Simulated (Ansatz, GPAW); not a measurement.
# Geometry or basis: what sets the conductance of naphthalene-1,5-dithiol between two Al chains, part 3 of 4

Wanted: T(E) of naphthalene-1,5-dithiol between two Al chains at a relaxed geometry in two programs, beside the unrelaxed structure.

GPAW 26.7.0 and Ansatz 0.2.0; Ansatz plane waves; relaxation of the junction with the lead ends held; PAW set soft_1 (the session's first sound run).

So far, transmission at the Fermi level (one spin): step 3 (plane waves, PBE) 0.0221. Also open channels of the lead at the Fermi level (one spin): step 3 2.

### Step 4. Double-zeta polarised basis

Localised orbitals split the wire into layers that couple to their neighbours alone, which is what the Green's function method needs; double zeta with polarisation is the usual level for numbers.

This step: GPAW LCAO, PAW setups; Landauer transmission from Green's functions with principal layers (ASE), zero bias (GPAW 26.7.0).

The input, run.py:

```python
import json
import numpy as np
from ase import Atoms
from ase.transport.calculators import TransportCalculator
from gpaw import GPAW, FermiDirac
from gpaw.lcao.tools import get_lcao_hamiltonian
from scipy.linalg import eigh

# The junction with lead layers at both ends, along the third cell vector
device = Atoms(
    ['Al', 'Al', 'Al', 'Al', 'Al', 'Al', 'Al', 'S', 'H', 'H', 'C', 'C', 'C', 'H', 'C', 'C', 'C', 'C', 'H', 'C', 'C', 'C', 'H', 'H', 'S', 'Al', 'Al', 'Al', 'Al', 'Al', 'Al', 'Al'],
    positions=[
        [6.79238, 5.22375, 1.20000],
        [6.79238, 5.22375, 3.60000],
        [6.79238, 5.22375, 6.00000],
        [6.79238, 5.22375, 8.40000],
        [6.79238, 5.22375, 10.80000],
        [5.79304, 3.87072, 12.72602],
        [6.08975, 4.28032, 15.32036],
        [5.27499, 2.53738, 16.46810],
        [7.93790, 2.71017, 17.05690],
        [3.35562, 2.76180, 18.49050],
        [5.48114, 2.74371, 18.23387],
        [7.98011, 2.75287, 18.14469],
        [4.32201, 2.77031, 18.99368],
        [10.12297, 2.78018, 18.21775],
        [6.76572, 2.75516, 18.87333],
        [9.19661, 2.77574, 18.79275],
        [4.38355, 2.77621, 20.39969],
        [6.81439, 2.75385, 20.31915],
        [3.45736, 2.78054, 20.97500],
        [9.25806, 2.76702, 20.19886],
        [5.60000, 2.75107, 21.04780],
        [8.09895, 2.74044, 20.95864],
        [10.22459, 2.75668, 20.70176],
        [5.64221, 2.70650, 22.13548],
        [8.30447, 2.52940, 22.72399],
        [7.49515, 4.27402, 23.87291],
        [7.78879, 3.86456, 26.46788],
        [6.79238, 5.22375, 28.39073],
        [6.79238, 5.22375, 30.79073],
        [6.79238, 5.22375, 33.19073],
        [6.79238, 5.22375, 35.59073],
        [6.79238, 5.22375, 37.99073]],
    cell=[[13.58477, 0.0, 0.0], [0.0, 10.44751, 0.0], [0.0, 0.0, 39.19073]],
    pbc=True)

# One principal layer of the lead: the first 4 atoms of the device
lead = Atoms(
    ['Al', 'Al', 'Al', 'Al'],
    positions=[
        [6.79238, 5.22375, 1.20000],
        [6.79238, 5.22375, 3.60000],
        [6.79238, 5.22375, 6.00000],
        [6.79238, 5.22375, 8.40000]],
    cell=[[13.58477, 0.0, 0.0], [0.0, 10.44751, 0.0], [0.0, 0.0, 9.6]],
    pbc=True)

settings = dict(mode='lcao', basis='dzp', xc='PBE', h=0.2,
                occupations=FermiDirac(0.1), maxiter=250,
                mixer=dict(beta=0.1, nmaxold=8, weight=100.0),
                convergence=dict(density=0.0001))
energies = np.arange(-2, 2 + 1e-9, 0.025)
eta = 0.0001
n1, n2 = 1, 1
# k and -k transmit alike, so half of the mesh across the current serves
mesh = [(i, j) for i in range(n1) for j in range(n2) if (i, j) <= (-i % n1, -j % n2)]
weights = np.array([1 if (i, j) == (-i % n1, -j % n2) else 2 for i, j in mesh]) / (n1 * n2)

# [... helper functions left out ...]
fermi_lead = ground_state(lead, (1, 1, 12), 'lead.txt')
fermi_device = ground_state(device, (1, 1, 2), 'device.txt')
# [... loop over the mesh left out, but for ...]
        # Shift the lead onto the potential of the device's first layer
        shift = ((H[:, 0, 0] - H0[:, 0, 0]) / S0[0, 0]).real.mean()
# [...]
kT = 8.617333e-5 * 300
bias = [0.1, 0.2, 0.5, 1.0, 1.5, 2.0]
# [... integrals and printing left out ...]
```

Command:

```console
$ OMP_NUM_THREADS=1 OPENBLAS_NUM_THREADS=1 python run.py
```

Numbers of over 12 decimals in the logs are rounded to 6 here.

Log:

```text
basis functions: device 368, principal layer 52
Fermi level: lead -3.5799 eV, device -3.3222 eV; lead shifted by 0.0233 eV
largest coupling past the next layer 1.29e-15 eV, largest misfit of the first layer 0.090 eV
  E-E_F (eV)   T (one spin)  channels
    -2.000    2.1538e-01    1.0000
    -1.975    2.2721e-01    1.0000
    -1.950    2.6596e-01    1.0000
    -1.925    3.2764e-01    1.0000
    -1.900    4.1146e-01    1.0000
    -1.875    5.1512e-01    1.0000
    -1.850    6.3152e-01    1.0000
    -1.825    7.4763e-01    1.0000
    -1.800    8.4773e-01    1.0000
    -1.775    9.2032e-01    1.0000
    -1.750    9.6318e-01    1.0000
    -1.725    9.8241e-01    1.0000
    -1.700    9.8752e-01    1.0000
    -1.675    9.8696e-01    1.0000
    -1.650    9.8603e-01    1.0000
    -1.625    9.8633e-01    1.0000
[...]
1.825    8.0185e-01    3.0000
     1.850    4.1184e-01    3.0000
     1.875    2.0781e-01    3.0000
     1.900    1.1635e-01    3.0000
     1.925    7.2064e-02    3.0000
     1.950    4.8539e-02    3.0000
     1.975    3.5061e-02    3.0000
     2.000    2.6887e-02    3.0000
conductance at 300 K: 0.026902 G0 a cell; thermopower -15.87 uV/K
current from the zero-bias T(E) at 0.1 V: 0.20642 uA
current from the zero-bias T(E) at 0.2 V: 0.40153 uA
current from the zero-bias T(E) at 0.5 V: 0.85973 uA
current from the zero-bias T(E) at 1.0 V: 1.2319 uA
current from the zero-bias T(E) at 1.5 V: 1.4045 uA
current from the zero-bias T(E) at 2.0 V: 1.5148 uA
```

It took 4.8 min on 1 thread of Arm Neoverse N1, shared host; peak memory 2 GiB.

Numbers from this step:

```yaml
conductance: 0.02690 G₀
thermopower: -15.87 μV/K
largest_coupling_past_the_next_principal_layer: 1.29e-15 eV
largest_misfit_of_the_first_principal_layer: 0.09035 eV
shift_that_aligns_the_lead: 0.02328 eV
basis_functions_of_the_junction: 368
basis_functions_of_a_principal_layer: 52
transmission_at_the_fermi_level_one_spin: 0.02768
```

One spin. The transmission, zone mean by energy, zero at the Fermi level:

```tsv
energy (eV)	transmission, zone mean
-2.000	0.215
-1.900	0.411
-1.800	0.848
-1.700	0.988
-1.600	0.986
-1.500	0.825
-1.400	0.356
-1.300	0.0596
-1.200	4.5e-8
-1.100	5.8e-9
-1.000	2.5e-10
-0.900	7.5e-11
-0.800	7.8e-11
-0.700	7.3e-10
-0.600	1.2e-7
-0.500	2.4e-11
-0.400	2.5e-10
-0.300	0.00523
-0.200	0.0103
-0.100	0.0187
0.000	0.0277
0.100	0.0301
0.200	0.0259
0.300	0.0202
0.400	0.0154
0.500	0.0118
0.600	0.00919
0.700	0.00730
0.800	0.00601
0.900	0.00517
1.000	0.00580
1.100	0.00812
1.200	0.0125
1.300	0.0204
1.400	0.0328
1.500	0.0507
1.600	0.0811
1.700	0.182
1.800	0.969
1.900	0.116
2.000	0.0269
```

Crossings of the lead's bands, unfolded to its shortest repeat. Table of open channels, zone mean by energy, zero at the Fermi level:

energy (eV), open channels, zone mean and a bar:
```
   -2.000       1.00 ##########
   -1.900       1.00 ##########
   -1.800       1.00 ##########
   -1.700       1.00 ##########
   -1.600       1.00 ##########
   -1.500       1.00 ##########
   -1.400       1.00 ##########
   -1.300       1.00 ##########
   -1.200       0.00 
   -1.100       0.00 
   -1.000       0.00 
   -0.900       0.00 
   -0.800       0.00 
   -0.700       0.00 
   -0.600       0.00 
   -0.500       0.00 
   -0.400       0.00 
   -0.300       2.00 ####################
   -0.200       2.00 ####################
   -0.100       2.00 ####################
    0.000       2.00 ####################
    0.100       2.00 ####################
    0.200       2.00 ####################
    0.300       2.00 ####################
    0.400       2.00 ####################
    0.500       2.00 ####################
    0.600       2.00 ####################
    0.700       2.00 ####################
    0.800       2.00 ####################
    0.900       2.00 ####################
    1.000       3.00 ##############################
    1.100       3.00 ##############################
    1.200       3.00 ##############################
    1.300       3.00 ##############################
    1.400       3.00 ##############################
    1.500       3.00 ##############################
    1.600       3.00 ##############################
    1.700       3.00 ##############################
    1.800       3.00 ##############################
    1.900       3.00 ##############################
    2.000       3.00 ##############################
```

Not self-consistent under bias; the bias window is split evenly. Table of current through one cell, from the zero-bias transmission by bias:

```tsv
bias (V)	current through one cell, from the zero-bias transmission (μA)
0.100	0.206
0.200	0.402
0.500	0.860
1.000	1.23
1.500	1.40
2.000	1.51
```

Transmission of the three most open eigenchannels against energy, zero at the Fermi level:

```tsv
energy (eV)	channel 1	channel 2	channel 3
-2.000	0.215	0	0
-1.900	0.411	0	0
-1.800	0.848	0	0
-1.700	0.988	0	0
-1.600	0.986	0	0
-1.500	0.825	0	0
-1.400	0.356	0	0
-1.300	0.0596	0	0
-1.200	4.5e-8	0	0
-1.100	5.8e-9	0	0
-1.000	2.5e-10	0	0
-0.900	7.5e-11	0	0
-0.800	7.8e-11	0	0
-0.700	7.3e-10	0	0
-0.600	1.2e-7	0	0
-0.500	2.4e-11	0	0
-0.400	2.5e-10	0	0
-0.300	0.00523	1.9e-7	0
-0.200	0.0103	1.6e-7	0
-0.100	0.0187	5.9e-11	8.1e-12
0.000	0.0277	5.3e-7	0
0.100	0.0301	2.5e-6	0
0.200	0.0259	6.6e-6	0
0.300	0.0202	1.4e-5	0
0.400	0.0153	2.7e-5	0
0.500	0.0118	4.8e-5	0
0.600	0.00911	7.8e-5	0
0.700	0.00719	1.2e-4	0
0.800	0.00584	1.6e-4	0
0.900	0.00495	2.2e-4	1.1e-12
1.000	0.00551	2.8e-4	7.4e-6
1.100	0.00774	3.6e-4	2.0e-5
1.200	0.0120	4.5e-4	2.9e-5
1.300	0.0198	5.6e-4	3.5e-5
1.400	0.0321	7.0e-4	3.7e-5
1.500	0.0498	8.8e-4	3.5e-5
1.600	0.0800	0.00111	3.2e-5
1.700	0.180	0.00138	2.9e-5
1.800	0.968	0.00165	2.5e-5
1.900	0.115	0.00179	2.2e-5
2.000	0.0254	0.00149	2.1e-5
```

At the Fermi level T is 0.0277 against 0.0221 in plane waves. Couplings past the next layer reach 1.3e-15 eV, small enough to drop; the matrix elements of the cell's first layer differ from the bulk lead's by up to 0.090 eV. That layer keeps its own values in the calculation, and only beyond it is the lead taken as perfect. The Fermi levels of lead and junction count from different zeros of potential, one for each periodic cell; with both set to zero, the small remaining shift is what aligns them. By hand: G = 0.02690 × 77.48 μS = 2.08 μS, a resistance of 480 kΩ; at 0.1 V a linear junction would pass 0.208 μA, and the integral over the bias window gives 0.206 μA. Mott's formula, S = -(π²/3)(k_B²T/e) d ln T/dE, has the prefactor 7.33 μV/K·eV at 300 K; T = 0.02581 at -0.025 eV and 0.02908 at 0.025 eV give a slope of 2.39 per eV and S = -17.5 μV/K, beside -15.9 μV/K from the thermal integral, which interpolates the same grid.

### Step 5. Single-zeta polarised basis

One radial function a shell plus polarisation makes the matrices smaller; the question is what that costs.

Changes to run.py since step 4:

```diff
@@ -58,3 +58,3 @@
 
-settings = dict(mode='lcao', basis='dzp', xc='PBE', h=0.2,
+settings = dict(mode='lcao', basis='szp(dzp)', xc='PBE', h=0.2,
                 occupations=FermiDirac(0.1), maxiter=250,
```

Log:

```text
basis functions: device 258, principal layer 36
Fermi level: lead -4.0845 eV, device -3.8068 eV; lead shifted by 0.0305 eV
largest coupling past the next layer 1.60e-15 eV, largest misfit of the first layer 0.102 eV
  E-E_F (eV)   T (one spin)  channels
    -2.000    8.0748e-01    1.0000
    -1.975    9.6111e-01    1.0000
    -1.950    9.8947e-01    1.0000
[...]
1.975    4.2914e-02    3.0000
     2.000    4.3751e-02    3.0000
conductance at 300 K: 0.036772 G0 a cell; thermopower -25.2 uV/K
current from the zero-bias T(E) at 0.1 V: 0.28246 uA
current from the zero-bias T(E) at 0.2 V: 0.55139 uA
current from the zero-bias T(E) at 0.5 V: 1.2222 uA
current from the zero-bias T(E) at 1.0 V: 1.9994 uA
current from the zero-bias T(E) at 1.5 V: 2.7103 uA
current from the zero-bias T(E) at 2.0 V: 5.8513 uA
```

Run time: 3.5 min. Hardware: 1 thread; peak memory 1.9 GiB.

This step gave:

```
conductance                                    : 0.03677 G₀
thermopower                                    : -25.20 μV/K
largest coupling past the next principal layer : 1.60e-15 eV
largest misfit of the first principal layer    : 0.1015 eV
shift that aligns the lead                     : 0.03045 eV
basis functions of the junction                : 258
basis functions of a principal layer           : 36
transmission at the Fermi level (one spin)     : 0.03776
```

One spin. Table of transmission, zone mean by energy, zero at the Fermi level:

energy (eV), transmission, zone mean and a bar:
```
   -2.000      0.807 ########################
   -1.950      0.989 ##############################
   -1.900      0.885 ###########################
   -1.800      0.784 ########################
   -1.700      0.877 ###########################
   -1.600      0.971 #############################
   -1.575      0.977 ##############################
   -1.500      0.931 ############################
   -1.400      0.219 #######
   -1.300      0.000 
   -1.200      0.000 
   -1.100      0.000 
   -1.000      0.000 
   -0.900      0.000 
   -0.800      0.000 
   -0.700      0.000 
   -0.600      0.000 
   -0.500      0.000 
   -0.400      0.000 
   -0.300      0.005 
   -0.200      0.010 
   -0.100      0.021 #
    0.000      0.038 #
    0.100      0.046 #
    0.200      0.044 #
    0.300      0.040 #
    0.400      0.037 #
    0.500      0.035 #
    0.600      0.035 #
    0.700      0.037 #
    0.800      0.046 #
    0.900      0.111 ###
    1.000      0.495 ###############
    1.050      0.973 ##############################
    1.100      0.700 #####################
    1.200      0.206 ######
    1.300      0.102 ###
    1.400      0.064 ##
    1.500      0.043 #
    1.600      0.030 #
    1.700      0.045 #
    1.775      0.951 #############################
    1.800      0.380 ############
    1.900      0.050 ##
    2.000      0.044 #
```

The conductance, 0.0368 G₀, lies 37 % above that of the dzp run.

### Step 6. Minimal basis

The minimal basis is the cheapest rung: no second zeta and no polarisation.

Changes to run.py since step 5:

```diff
@@ -58,3 +58,3 @@
 
-settings = dict(mode='lcao', basis='szp(dzp)', xc='PBE', h=0.2,
+settings = dict(mode='lcao', basis='sz(dzp)', xc='PBE', h=0.2,
                 occupations=FermiDirac(0.1), maxiter=250,
```

Log:

```text
basis functions: device 110, principal layer 16
Fermi level: lead -4.3562 eV, device -4.0393 eV; lead shifted by 0.0398 eV
largest coupling past the next layer 7.29e-16 eV, largest misfit of the first layer 0.117 eV
  E-E_F (eV)   T (one spin)  channels
    -2.000    7.3500e-01    1.0000
    -1.975    6.5819e-01    1.0000
    -1.950    6.1897e-01    1.0000
[...]
1.975    2.0623e-02    3.0000
     2.000    2.0674e-02    3.0000
conductance at 300 K: 0.051692 G0 a cell; thermopower -28.32 uV/K
current from the zero-bias T(E) at 0.1 V: 0.39814 uA
current from the zero-bias T(E) at 0.2 V: 0.78312 uA
current from the zero-bias T(E) at 0.5 V: 1.8028 uA
current from the zero-bias T(E) at 1.0 V: 3.2002 uA
current from the zero-bias T(E) at 1.5 V: 4.83 uA
current from the zero-bias T(E) at 2.0 V: 12.5 uA
```

Wall time 2.5 min (1 thread); peak memory 1.8 GiB.

This step gave:

```yaml
conductance: 0.05169 G₀
thermopower: -28.32 μV/K
largest_coupling_past_the_next_principal_layer: 7.29e-16 eV
largest_misfit_of_the_first_principal_layer: 0.1174 eV
shift_that_aligns_the_lead: 0.03985 eV
basis_functions_of_the_junction: 110
basis_functions_of_a_principal_layer: 16
transmission_at_the_fermi_level_one_spin: 0.05266
```

The conductance, 0.0517 G₀, lies 92 % above that of the dzp run.

### Step 7. RPBE in the dzp basis: xc = "RPBE"

Back in the dzp basis, the functional changes from PBE to RPBE, to set the spread between functionals beside that between bases.

Changes to run.py since step 6:

```diff
@@ -58,3 +58,3 @@
 
-settings = dict(mode='lcao', basis='sz(dzp)', xc='PBE', h=0.2,
+settings = dict(mode='lcao', basis='dzp', xc='RPBE', h=0.2,
                 occupations=FermiDirac(0.1), maxiter=250,
```

Log:

```text
basis functions: device 368, principal layer 52
Fermi level: lead -3.5253 eV, device -3.2636 eV; lead shifted by 0.0216 eV
largest coupling past the next layer 1.62e-15 eV, largest misfit of the first layer 0.089 eV
  E-E_F (eV)   T (one spin)  channels
    -2.000    2.2470e-01    1.0000
    -1.975    2.2839e-01    1.0000
    -1.950    2.6106e-01    1.0000
[...]
1.975    4.6497e-02    3.0000
     2.000    3.3399e-02    3.0000
conductance at 300 K: 0.02557 G0 a cell; thermopower -15.79 uV/K
current from the zero-bias T(E) at 0.1 V: 0.19626 uA
current from the zero-bias T(E) at 0.2 V: 0.38205 uA
current from the zero-bias T(E) at 0.5 V: 0.82037 uA
current from the zero-bias T(E) at 1.0 V: 1.1762 uA
current from the zero-bias T(E) at 1.5 V: 1.3395 uA
current from the zero-bias T(E) at 2.0 V: 1.4425 uA
```

Run time: 4.9 min. Hardware: 1 thread; peak memory 2 GiB.

Numbers from this step:

| Quantity | Value |
| --- | --- |
| conductance | 0.02557 G₀ |
| thermopower | -15.79 μV/K |
| largest coupling past the next principal layer | 1.62e-15 eV |
| largest misfit of the first principal layer | 0.08913 eV |
| shift that aligns the lead | 0.02159 eV |
| basis functions of the junction | 368 |
| basis functions of a principal layer | 52 |
| transmission at the Fermi level (one spin) | 0.02628 |

The conductance, 0.0256 G₀, lies 5.0 % below that of the dzp run.

### Step 8. The structure as built: geometry = "as built"

The dzp basis with PBE on the structure as first built shows what the relaxation was worth.

Changes to run.py since step 7:

```diff
@@ -17,24 +17,24 @@
         [6.79238, 5.22375, 10.80000],
-        [5.79304, 3.87072, 12.72602],
-        [6.08975, 4.28032, 15.32036],
-        [5.27499, 2.53738, 16.46810],
-        [7.93790, 2.71017, 17.05690],
-        [3.35562, 2.76180, 18.49050],
-        [5.48114, 2.74371, 18.23387],
-        [7.98011, 2.75287, 18.14469],
-        [4.32201, 2.77031, 18.99368],
-        [10.12297, 2.78018, 18.21775],
-        [6.76572, 2.75516, 18.87333],
-        [9.19661, 2.77574, 18.79275],
-        [4.38355, 2.77621, 20.39969],
-        [6.81439, 2.75385, 20.31915],
-        [3.45736, 2.78054, 20.97500],
-        [9.25806, 2.76702, 20.19886],
-        [5.60000, 2.75107, 21.04780],
-        [8.09895, 2.74044, 20.95864],
-        [10.22459, 2.75668, 20.70176],
-        [5.64221, 2.70650, 22.13548],
-        [8.30447, 2.52940, 22.72399],
-        [7.49515, 4.27402, 23.87291],
-        [7.78879, 3.86456, 26.46788],
+        [6.79238, 5.22375, 13.20000],
+        [6.79238, 5.22375, 15.60000],
+        [5.88705, 3.32112, 16.23275],
+        [8.43886, 3.25002, 17.34625],
+        [3.60063, 3.27358, 17.88290],
+        [5.76370, 3.28655, 18.02575],
+        [8.22957, 3.26851, 18.41384],
+        [4.46377, 3.27571, 18.54515],
+        [10.33474, 3.25020, 18.87234],
+        [6.89596, 3.28032, 18.89082],
+        [9.32503, 3.26456, 19.27467],
+        [4.25971, 3.26455, 19.91606],
+        [6.68879, 3.28032, 20.29991],
+        [3.25000, 3.25019, 20.31839],
+        [9.12097, 3.27570, 20.64558],
+        [5.35518, 3.26850, 20.77689],
+        [7.82104, 3.28654, 21.16498],
+        [9.98412, 3.27357, 21.30783],
+        [5.14589, 3.25000, 21.84448],
+        [7.69770, 3.32112, 22.95798],
+        [6.79238, 5.22375, 23.59073],
+        [6.79238, 5.22375, 25.99073],
         [6.79238, 5.22375, 28.39073],
@@ -58,3 +58,3 @@
 
-settings = dict(mode='lcao', basis='dzp', xc='RPBE', h=0.2,
+settings = dict(mode='lcao', basis='dzp', xc='PBE', h=0.2,
                 occupations=FermiDirac(0.1), maxiter=250,
```

Log:

```text
basis functions: device 368, principal layer 52
Fermi level: lead -3.5799 eV, device -3.3656 eV; lead shifted by 0.0072 eV
largest coupling past the next layer 1.29e-15 eV, largest misfit of the first layer 0.031 eV
  E-E_F (eV)   T (one spin)  channels
    -2.000    6.4719e-01    1.0000
    -1.975    5.0617e-01    1.0000
    -1.950    4.1102e-01    1.0000
[...]
1.975    4.4785e-02    3.0000
     2.000    3.8298e-02    3.0000
conductance at 300 K: 0.19417 G0 a cell; thermopower 51.21 uV/K
current from the zero-bias T(E) at 0.1 V: 1.5219 uA
current from the zero-bias T(E) at 0.2 V: 3.1132 uA
current from the zero-bias T(E) at 0.5 V: 6.8157 uA
current from the zero-bias T(E) at 1.0 V: 7.6341 uA
current from the zero-bias T(E) at 1.5 V: 7.8375 uA
current from the zero-bias T(E) at 2.0 V: 8.0341 uA
```

It took 5.4 min on 1 thread; peak memory 2 GiB.

This step gave:

```yaml
conductance: 0.1942 G₀
thermopower: 51.21 μV/K
largest_coupling_past_the_next_principal_layer: 1.29e-15 eV
largest_misfit_of_the_first_principal_layer: 0.03098 eV
shift_that_aligns_the_lead: 0.007164 eV
transmission_at_the_fermi_level_one_spin: 0.1864
```

The conductance, 0.194 G₀, lies a factor of 7.2 above that of the dzp run.

### Step 9. Cost and result by level

Times are wall times on the hardware named with each run. The series side by side:

```tsv
no.	run	conductance (G₀)	time	memory (GiB)
1	pw PBE	0.02163	8.3 h	6.6
2	dzp	0.02690	4.8 min	2.0
3	szp	0.03677	3.5 min	1.9
4	sz	0.05169	2.5 min	1.8
5	dzp RPBE	0.02557	4.9 min	2.0
6	asbuilt	0.1942	5.4 min	2.0
```

[end of part 3 of 4]

[Logs are printed without paths, hosts, clocks, repeated set-up lines and the standing remarks that a program may print on its own settings, such as how far it seeks lower states.]

[Hosts, paths, dates, database ids (printed as entryN), source tags and the programs' standing remarks are cut or masked in the printed files.]
